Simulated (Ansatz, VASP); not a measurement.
This is a calculation of C for VASP 6.6.1.

The input INCAR:

```
SYSTEM = C
PREC     = Accurate       ! precision mode
ENCUT    = 520            ! plane-wave cutoff, eV
EDIFF    = 1E-6           ! SCF threshold, eV
ISMEAR   = 0              ! smearing method
SIGMA    = 0.018000000000000002 ! smearing width, eV
LREAL    = .False.        ! projectors in reciprocal space
LASPH    = .True.         ! aspherical terms in the spheres
NELM     = 100            ! most SCF steps
ALGO     = Normal         ! electronic algorithm
ISIF     = 2              ! what is computed and relaxed
LWAVE    = .False.        ! write WAVECAR
LCHARG   = .True.         ! write CHGCAR
GGA      = PE             ! functional
LELF     = .True.         ! ELF
LVHAR    = .True.
```

The input KPOINTS:

```
regular mesh
0
Gamma
  13 13 13
  0 0 0
```

File POSCAR:

```
C
1.0
    0.0000000000      1.7833700000      1.7833700000
    1.7833700000      0.0000000000      1.7833700000
    1.7833700000      1.7833700000      0.0000000000
C
2
Direct
    0.7500000000      0.7500000000      0.7500000000
    0.5000000000      0.5000000000      0.5000000000
```

Potentials or basis: VASP PAW PBE potentials, release 64 (C).

The run is started by

```bash
$ cat potpaw_PBE.64/C/POTCAR > POTCAR
$ mpirun -np 1 vasp_std > vasp.out
```

Question: Set up the same calculation for Ansatz 0.2.0. Potentials there: Ansatz PAW.

Answer: As run (the cutoff follows the program's own potentials):

input.yaml

```yaml
crystal:
  lattice:
    - [0.0, 1.78337, 1.78337]
    - [1.78337, 0.0, 1.78337]
    - [1.78337, 1.78337, 0.0]
  atoms:
    - { symbol: C, position: [0.75, 0.75, 0.75] }
    - { symbol: C, position: [0.5, 0.5, 0.5] }
hamiltonian:
  xc: pbe
  pseudopotentials: { kind: paw }
kpoints:
  mp_grid: { grid: [13, 13, 13] }
scf:
  occupations: { method: gaussian, width: 0.018 }
output:
  forces: true
  stress: true
  eigenvalues: true
```

Potentials or basis: Ansatz PAW.

Launch:

```sh
$ ansatz run input.yaml --threads 2 --pin off --max-ram 5632MiB --backend cpu --events-out ev --progress --plain --runs-dir out
```

Both were run:

|  | VASP | Ansatz | Ansatz less VASP |
| --- | --- | --- | --- |
| gap on the k mesh at the Fermi level (eV) | 4.14 | 4.15 | +0.008 |
| least direct gap on the mesh (eV) | 5.59 | 5.59 | +0.004 |
| pressure (GPa) | 2.5 | 1.8 | -0.68 |

With one functional, cell and mesh, what is left measures potentials, basis and numerics.

Caveats: an odd mesh through Γ misses points on the zone boundary, where band edges often lie (VASP); odd divisions of the mesh miss points on the zone boundary, where band edges often lie, so the gap on the mesh can be too wide (Ansatz); the pressure holds a Pulay correction of +1.0 GPa for the finite cutoff (Ansatz). Expect the measured gap to be larger: semilocal functionals such as PBE lack the derivative discontinuity.
